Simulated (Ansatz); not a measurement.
# Si (I4/mmm) in Ansatz: equation of state

Aim: energy against volume of Si in PBE, for its equilibrium volume and stiffness.

Everything below comes from runs of Ansatz 0.2.0. Logs are shortened: lines on timing, memory, paths and dates and some standing lists are left out, and cuts for length are marked.

## Step 1: The crystal as given

Symmetry: I4/mmm, No. 139, tetragonal system. The conventional cell has a = 3.254 Å, b = 3.254 Å, c = 2.641 Å, α = 90.00°, β = 90.00°, γ = 90.00°. Si (site symmetry 4/mmm) has 10 Si at 2.64 to 2.65 Å as nearest neighbours.

This isn't the form of Si at room conditions, which is diamond.

## Step 2: Single point, PBE, 13.14 Å³/atom (volume scaled by 0.94)

Contents of input.yaml:

```yaml
crystal:
  lattice:
    - [-1.5937032655, 1.5937032655, 1.29337678]
    - [1.5937032655, -1.5937032655, 1.29337678]
    - [1.5937032655, 1.5937032655, -1.29337678]
  atoms:
    - { symbol: Si, position: [0.0, 0.0, 0.0] }
hamiltonian:
  xc: pbe
  pseudopotentials: { kind: paw }
kpoints:
  mp_grid: { grid: [13, 13, 13] }
scf:
  occupations: { method: fermi_dirac, width: 0.05 }
output:
  forces: true
  stress: true
  eigenvalues: true
  write_density: true
  write_potential: true
  elf: true
  volumetric_format: npy
```

Potentials or basis: Ansatz PAW.

Command:

```console
$ ansatz run input.yaml --threads 2 --pin off --max-ram 5120MiB --backend cpu --events-out ev --progress --plain --runs-dir out
```

The log of the run:

```text
Warning: RAYON_NUM_THREADS=2 ignored (pool sized by the plan → 2); use --threads N
Engine: ansatz 0.2.0, x86_64-unknown-linux-gnu
Pseudopotentials: kind: paw
Pseudopotential: Si, paw, valence charge 4, recommended cutoff 420 eV (normal), Si.paw.azcp
Functional definition: PBE
  parameter kappa = 0.804
  parameter beta = 0.06672455060314922
  exchange = pbe_x(kappa = kappa, mu = beta*pi^2/3)
  correlation = pbe_c(beta = beta)
Crystal: 1 atoms, lattice volume = 13.140 Å³
Basis set: ecut = 420 eV, 273 PW (Γ), exchange–correlation on 36×36×36 points (8 copies of the dense FFT grid, shifted against one another)
Bands: 6, of which v1, the nominal top of the filled ones, is band 2 counted from 1 (1 counted from 0)
Symmetry: 16 space group operations
Space group: I4/mmm (ITA 139), of the structure as read, at distance tolerance 2.4e-5 Å
k-points: 196 of 2197
Non-local potential: Si, projectors of the file, l = 0: 2, l = 1: 2, l = 2: 2
PAW form: soft (Blöchl's): semilocal exchange-correlation on the pseudo side does not see the compensation charge
PAW one-centre angular grid: Si, 110 points (default); XC on 64 Gauss nodes
Initial density: superposition of atomic densities (neutral atoms: chi_scale 0, normalization atom), corrected by the library's trained network
Initial wavefunctions: pseudopotential atomic-orbital guess
Functional: x = pbe(κ = 0.804, μ = 0.2195149727645171), c = pbe(β = 0.06672455060314922)
SCF iter   1: F=—  HF=-635.277487 eV  |F-HF|=—  |Δ(HF+E_count)|=         —  Δρ=2.06e-3  dr2=3.23e-4  ethr=1.77e-3  ⟨swp⟩=5.2  Hψ=11136  notcnv=0
preconditioner: auto → none  [metal: Δε(μ)=0.031 eV  Ē_g=14.640 eV  σ=0.050 eV  W_gap=0.15  n_scr=0 (ndim 8)  ℏωp=20.5 eV  f_vac=0.000  D(μ)=0.59/eV (n_scr^D=4)]
SCF iter   2: F=—  HF=-635.277558 eV  |F-HF|=—  |Δ(HF+E_count)|=   7.16e-5  Δρ=1.02e-3  dr2=7.34e-5  ethr=8.06e-6  ⟨swp⟩=1.8  Hψ=2914  notcnv=0
SCF iter   3: F=—  HF=-635.277591 eV  |F-HF|=—  |Δ(HF+E_count)|=   3.21e-5  Δρ=6.19e-5  dr2=3.59e-7  ethr=1.83e-6  ⟨swp⟩=2.0  Hψ=1496  notcnv=0
iter 4 did not close the SCF: its close was put off for the readings that it lacked (scf_convergence_deferred on its scf_iter line)
SCF iter   4: F=-635.277590 eV  HF=-635.277590 eV  |F-HF|=1.40e-8  |Δ(HF+E_count)|=   7.74e-8  Δρ=2.01e-5  dr2=2.27e-8  ethr=8.98e-9  ⟨swp⟩=2.0  Hψ=1509  notcnv=0
iter 5 did not close the SCF: its close was put off for the readings that it lacked (scf_convergence_deferred on its scf_iter line)
SCF iter   5: F=-635.277590 eV  HF=-635.277590 eV  |F-HF|=9.44e-12  |Δ(HF+E_count)|=   1.54e-8  Δρ=5.51e-7  dr2=2.89e-11  ethr=5.68e-10  ⟨swp⟩=2.0  Hψ=1524  notcnv=0
SCF iter   6: F=-635.277590 eV  HF=-635.277590 eV  |F-HF|=4.55e-13  |Δ(HF+E_count)|=  6.25e-12  Δρ=8.22e-8  dr2=6.49e-13  ethr=1.00e-12  ⟨swp⟩=4.2  Hψ=4379  notcnv=0
SCF 1 converged in 6 iterations: F = -635.277590 eV  dr2 = 6.49e-13
SCF converged after 6 iterations
Free energy (F): -635.277590 eV
Harris-Foulkes:  -635.277590 eV  (|F-HF|=4.55e-13)
Internal energy: -635.272857 eV  (E = F + TS)
E sigma→0 (E₀):  -635.275224 eV
Entropy (-TS):   -0.004734 eV (-4.734 meV/atom)
Fermi energy:    12.028424 eV
--- Per-component energies (eV) ---
  E_band       = 24.012345
  E_kinetic    = 43.328895
  E_local      = 5.515345  (includes V_loc(G=0)·N_el)
  E_nonlocal   = 25.474758
  E_hartree    = 0.392968
  E_xc         = -56.888608
  E_vxc        = -49.008061  (∫ρ·V_xc dr)
  E_paw        = -512.352153  (= ΣΔE_a)
  E_vpaw       = -2.084535  (= ΣTr[D̂ρ^β])
  E_aug_tail   = 0.000006  (compensation charges beyond the density's cutoff)
  E_ewald      = -140.744069
  E_smearing   = -0.004734  (= −TS)
  E_closure    = 0.000000  (closes the sum)
  Σ components = -635.277590   (vs F -635.277590, Δ=0.00e0)
--- Forces (eV/Å), atoms counted from 1 ---
  atom   1  Si     0.00000000     0.00000000     0.00000000
  max |Σ_I F_I| component: 1.97e-31 eV/Å
--- Stress (GPa, compression-positive) ---
       11.706341      -0.000000       0.000000
       -0.000000      11.706341       0.000000
        0.000000      -0.000000       9.427247
  P = ⅓ Tr σ = 10.9466 GPa (109.466 kbar)
--- Band table (eV; the first three rows and the last of 196) ---
  k-point 0: bands = ["-3.2875", "21.7525", "22.8849", "22.8849", "25.3385", "27.0386"]
  k-point 1: bands = ["-3.1186", "19.3004", "22.9916", "23.8821", "25.7265", "26.2622"]
  k-point 2: bands = ["-2.6131", "16.0765", "23.2965", "24.2964", "24.4116", "26.3920"]
  k-point 195: bands = ["8.3071", "9.6010", "11.5002", "13.6856", "16.5644", "19.0373"]
```

Run time: 1 s. Hardware: 2 threads of Intel Xeon Platinum 8259CL at 2.50GHz (Skylake/Cascade Lake), shared host; peak memory 0.41 GiB.

Results:

```yaml
Free_energy: -635.2776 eV
Pressure: 10.9 GPa
Band_gap_on_the_k_mesh: none (metal or under the smearing width)
```

## Step 3: Single point, PBE, 13.42 Å³/atom (volume scaled by 0.96)

Changes to input.yaml since step 2:

```diff
@@ -2,5 +2,5 @@
   lattice:
-    - [-1.5937032655, 1.5937032655, 1.29337678]
-    - [1.5937032655, -1.5937032655, 1.29337678]
-    - [1.5937032655, 1.5937032655, -1.29337678]
+    - [-1.6049268977, 1.6049268977, 1.3024853673]
+    - [1.6049268977, -1.6049268977, 1.3024853673]
+    - [1.6049268977, 1.6049268977, -1.3024853673]
   atoms:
```

Potentials or basis: Ansatz PAW.

Command:

```console
$ ansatz run input.yaml --threads 2 --pin off --max-ram 5120MiB --backend cpu --events-out ev --progress --plain --runs-dir out
```

Wall time 1.1 s (2 threads of Intel Xeon Platinum 8259CL at 2.50GHz (Skylake/Cascade Lake), shared host); peak memory 0.41 GiB.

It converged, with:

| Quantity | Value |
| --- | --- |
| Free energy | -635.2942 eV |
| Pressure | 8.2 GPa |
| Band gap on the k mesh | none (metal or under the smearing width) |

## Step 4: Single point, PBE, 13.70 Å³/atom (volume scaled by 0.98)

Changes to input.yaml since step 3:

```diff
@@ -2,5 +2,5 @@
   lattice:
-    - [-1.6049268977, 1.6049268977, 1.3024853673]
-    - [1.6049268977, -1.6049268977, 1.3024853673]
-    - [1.6049268977, 1.6049268977, -1.3024853673]
+    - [-1.6159957088, 1.6159957088, 1.3114683088]
+    - [1.6159957088, -1.6159957088, 1.3114683088]
+    - [1.6159957088, 1.6159957088, -1.3114683088]
   atoms:
```

Command:

```console
$ ansatz run input.yaml --threads 2 --pin off --max-ram 5120MiB --backend cpu --events-out ev --progress --plain --runs-dir out
```

It took 1.1 s on 2 threads of Intel Xeon Platinum 8259CL at 2.50GHz (Skylake/Cascade Lake), shared host; peak memory 0.41 GiB.

The run converged. Its results:

| Item | Value |
| --- | --- |
| Free energy | -635.3064 eV |
| Pressure | 5.8 GPa |
| Band gap on the k mesh | none (metal or under the smearing width) |

## Step 5: Single point, PBE, 13.98 Å³/atom

Contents of input.yaml:

```yaml
crystal:
  lattice:
    - [-1.62691493, 1.62691493, 1.32032985]
    - [1.62691493, -1.62691493, 1.32032985]
    - [1.62691493, 1.62691493, -1.32032985]
  atoms:
    - { symbol: Si, position: [0.0, 0.0, 0.0] }
hamiltonian:
  xc: pbe
  pseudopotentials: { kind: paw }
kpoints:
  mp_grid: { grid: [13, 13, 13] }
scf:
  occupations: { method: fermi_dirac, width: 0.05 }
output:
  forces: true
  stress: true
  eigenvalues: true
```

Command:

```console
$ ansatz run input.yaml --threads 2 --pin off --max-ram 5120MiB --backend cpu --events-out ev --progress --plain --runs-dir out
```

Wall time 0.84 s (2 threads of Intel Xeon Platinum 8259CL at 2.50GHz (Skylake/Cascade Lake), shared host); peak memory 0.41 GiB.

Results (log left out):

```yaml
Free_energy: -635.3144 eV
Pressure: 3.5 GPa
Band_gap_on_the_k_mesh: none (metal or under the smearing width)
```

## Step 6: Single point, PBE, 14.26 Å³/atom (volume scaled by 1.02)

Contents of input.yaml:

```yaml
crystal:
  lattice:
    - [-1.6376895151, 1.6376895151, 1.3290740111]
    - [1.6376895151, -1.6376895151, 1.3290740111]
    - [1.6376895151, 1.6376895151, -1.3290740111]
  atoms:
    - { symbol: Si, position: [0.0, 0.0, 0.0] }
hamiltonian:
  xc: pbe
  pseudopotentials: { kind: paw }
kpoints:
  mp_grid: { grid: [13, 13, 13] }
scf:
  occupations: { method: fermi_dirac, width: 0.05 }
output:
  forces: true
  stress: true
  eigenvalues: true
  write_density: true
  write_potential: true
  elf: true
  volumetric_format: npy
```

Potentials or basis: Ansatz PAW.

Command:

```console
$ ansatz run input.yaml --threads 2 --pin off --max-ram 5120MiB --backend cpu --events-out ev --progress --plain --runs-dir out
```

Wall time 1.1 s (2 threads of Intel Xeon Platinum 8259CL at 2.50GHz (Skylake/Cascade Lake), shared host); peak memory 0.39 GiB.

The run converged. Its results:

```yaml
Free_energy: -635.3187 eV
Pressure: 1.5 GPa
Band_gap_on_the_k_mesh: none (metal or under the smearing width)
```

## Step 7: Single point, PBE, 14.54 Å³/atom (volume scaled by 1.04)

Contents of input.yaml:

```yaml
crystal:
  lattice:
    - [-1.6483241605, 1.6483241605, 1.3377046037]
    - [1.6483241605, -1.6483241605, 1.3377046037]
    - [1.6483241605, 1.6483241605, -1.3377046037]
  atoms:
    - { symbol: Si, position: [0.0, 0.0, 0.0] }
hamiltonian:
  xc: pbe
  pseudopotentials: { kind: paw }
kpoints:
  mp_grid: { grid: [13, 13, 13] }
scf:
  occupations: { method: fermi_dirac, width: 0.05 }
output:
  forces: true
  stress: true
  eigenvalues: true
```

Command:

```console
$ ansatz run input.yaml --threads 2 --pin off --max-ram 5120MiB --backend cpu --events-out ev --progress --plain --runs-dir out
```

Wall time 0.84 s (2 threads of Intel Xeon Platinum 8259CL at 2.50GHz (Skylake/Cascade Lake), shared host); peak memory 0.4 GiB.

It converged, with:

* Free energy: -635.3198 eV
* Pressure: -0.2 GPa
* Band gap on the k mesh: none (metal or under the smearing width)

## Step 8: Single point, PBE, 14.82 Å³/atom (volume scaled by 1.06)

Contents of input.yaml:

```yaml
crystal:
  lattice:
    - [-1.6588233236, 1.6588233236, 1.3462252449]
    - [1.6588233236, -1.6588233236, 1.3462252449]
    - [1.6588233236, 1.6588233236, -1.3462252449]
  atoms:
    - { symbol: Si, position: [0.0, 0.0, 0.0] }
hamiltonian:
  xc: pbe
  pseudopotentials: { kind: paw }
kpoints:
  mp_grid: { grid: [13, 13, 13] }
scf:
  occupations: { method: fermi_dirac, width: 0.05 }
output:
  forces: true
  stress: true
  eigenvalues: true
  write_density: true
  write_potential: true
  elf: true
  volumetric_format: npy
```

Potentials or basis: Ansatz PAW.

Command:

```console
$ ansatz run input.yaml --threads 2 --pin off --max-ram 5120MiB --backend cpu --events-out ev --progress --plain --runs-dir out
```

The log of the run:

```text
Warning: RAYON_NUM_THREADS=2 ignored (pool sized by the plan → 2); use --threads N
[... 8 set-up lines as earlier in the session ...]
Crystal: 1 atoms, lattice volume = 14.818 Å³
Basis set: ecut = 420 eV, 305 PW (Γ), exchange–correlation on 40×40×40 points (8 copies of the dense FFT grid, shifted against one another)
Bands: 6, of which v1, the nominal top of the filled ones, is band 2 counted from 1 (1 counted from 0)
[... 1 set-up line as earlier in the session ...]
Space group: I4/mmm (ITA 139), of the structure as read, at distance tolerance 2.5e-5 Å
k-points: 196 of 2197
[... 6 set-up lines as earlier in the session ...]
SCF iter   1: F=—  HF=-635.317972 eV  |F-HF|=—  |Δ(HF+E_count)|=         —  Δρ=1.25e-3  dr2=8.82e-5  ethr=1.77e-3  ⟨swp⟩=5.5  Hψ=11193  notcnv=0
preconditioner: auto → none  [metal: Δε(μ)=0.021 eV  Ē_g=13.556 eV  σ=0.050 eV  W_gap=0.10  n_scr=0 (ndim 8)  ℏωp=19.3 eV  f_vac=0.000  D(μ)=0.62/eV (n_scr^D=4)]
SCF iter   2: F=—  HF=-635.318048 eV  |F-HF|=—  |Δ(HF+E_count)|=   7.60e-5  Δρ=6.65e-4  dr2=2.77e-5  ethr=2.20e-6  ⟨swp⟩=1.8  Hψ=2922  notcnv=0
SCF iter   3: F=—  HF=-635.318082 eV  |F-HF|=—  |Δ(HF+E_count)|=   3.44e-5  Δρ=1.02e-4  dr2=1.46e-6  ethr=6.94e-7  ⟨swp⟩=2.0  Hψ=1525  notcnv=0
SCF iter   4: F=—  HF=-635.318082 eV  |F-HF|=—  |Δ(HF+E_count)|=   4.66e-7  Δρ=3.60e-5  dr2=1.74e-7  ethr=3.64e-8  ⟨swp⟩=1.0  Hψ=1139  notcnv=0
iter 5 did not close the SCF: its close was put off for the readings that it lacked (scf_convergence_deferred on its scf_iter line)
SCF iter   5: F=-635.318082 eV  HF=-635.318082 eV  |F-HF|=1.71e-9  |Δ(HF+E_count)|=   5.89e-8  Δρ=5.56e-6  dr2=4.15e-9  ethr=4.35e-9  ⟨swp⟩=2.0  Hψ=1525  notcnv=0
SCF iter   6: F=-635.318082 eV  HF=-635.318082 eV  |F-HF|=9.45e-11  |Δ(HF+E_count)|=   1.22e-9  Δρ=1.35e-6  dr2=2.42e-10  ethr=1.04e-10  ⟨swp⟩=4.6  Hψ=4514  notcnv=0
SCF 1 converged in 6 iterations: F = -635.318082 eV  dr2 = 2.42e-10
SCF converged after 6 iterations
Free energy (F): -635.318082 eV
Harris-Foulkes:  -635.318082 eV  (|F-HF|=9.45e-11)
Internal energy: -635.313130 eV  (E = F + TS)
E sigma→0 (E₀):  -635.315606 eV
Entropy (-TS):   -0.004951 eV (-4.951 meV/atom)
Fermi energy:    10.321643 eV
--- Per-component energies (eV) ---
  E_band       = 18.952777
  E_kinetic    = 40.661500
  E_local      = 1.371067  (includes V_loc(G=0)·N_el)
  E_nonlocal   = 25.302852
  E_hartree    = 0.568982
  E_xc         = -55.865095
  E_vxc        = -47.632876  (∫ρ·V_xc dr)
  E_paw        = -512.133535  (= ΣΔE_a)
  E_vpaw       = -1.887749  (= ΣTr[D̂ρ^β])
  E_aug_tail   = 0.000008  (compensation charges beyond the density's cutoff)
  E_ewald      = -135.218910
  E_smearing   = -0.004951  (= −TS)
  E_closure    = -0.000000  (closes the sum)
  Σ components = -635.318082   (vs F -635.318082, Δ=0.00e0)
--- Forces (eV/Å), atoms counted from 1 ---
  atom   1  Si    -0.00000000     0.00000000    -0.00000000
  max |Σ_I F_I| component: 1.23e-32 eV/Å
--- Stress (GPa, compression-positive) ---
       -1.002194       0.000000       0.000000
        0.000000      -1.002194       0.000000
       -0.000000       0.000000      -3.214670
  P = ⅓ Tr σ = -1.7397 GPa (-17.397 kbar)
--- Band table (eV; the first three rows and the last of 196) ---
  k-point 0: bands = ["-3.8542", "19.7889", "19.9318", "19.9318", "23.0578", "23.3861"]
  k-point 1: bands = ["-3.6988", "17.1068", "20.0227", "21.5371", "22.5355", "23.6023"]
  k-point 2: bands = ["-3.2337", "14.1108", "20.2801", "21.3754", "22.1086", "24.0481"]
  k-point 195: bands = ["6.8054", "8.1355", "9.5408", "12.3493", "14.3854", "16.7567"]
```

rho_z.tsv:

```text
# z_ang	rho[e/angstrom^3]
# format = ansatz-planar-average/11
# lattice	-1.658823324	1.658823324	1.346225245
# lattice	1.658823324	-1.658823324	1.346225245
# lattice	1.658823324	1.658823324	-1.346225245
# sites	1
# site	14	0.000000000	0.000000000	0.000000000
0.000000	3.047005e-1
0.135238	3.041995e-1
0.270476	3.025091e-1
0.405714	2.988894e-1
0.540951	2.919738e-1
0.676189	2.804868e-1
[... 12 lines left out ...]
2.434282	3.025091e-1
2.569519	3.041995e-1
```

Wall time 1.2 s (2 threads of Intel Xeon Platinum 8259CL at 2.50GHz (Skylake/Cascade Lake), shared host); peak memory 0.39 GiB.

Results:

```yaml
Free_energy: -635.3181 eV
Pressure: -1.7 GPa
Band_gap_on_the_k_mesh: none (metal or under the smearing width)
```

## Step 9: Equation of state, PBE

Potentials or basis: Ansatz PAW.

This step only gathers the single runs of the series.

Results:

- Equilibrium volume: 14.50 Å³/atom
- Bulk modulus at fixed shape and positions: 87 GPa
- Pressure derivative of the bulk modulus: 5.0 (rough: it moves with the points fitted)

Energy against volume, from the lowest point:
```csv
volume (Å³/atom),energy (meV/atom)
13.140,42.21
13.420,25.57
13.699,13.43
13.979,5.39
14.258,1.07
14.538,0.00
14.818,1.72
```

Caveat: the cell was scaled at fixed shape and fractional positions, which overstates the stiffness of a crystal with free parameters, most of all of layers and chains.
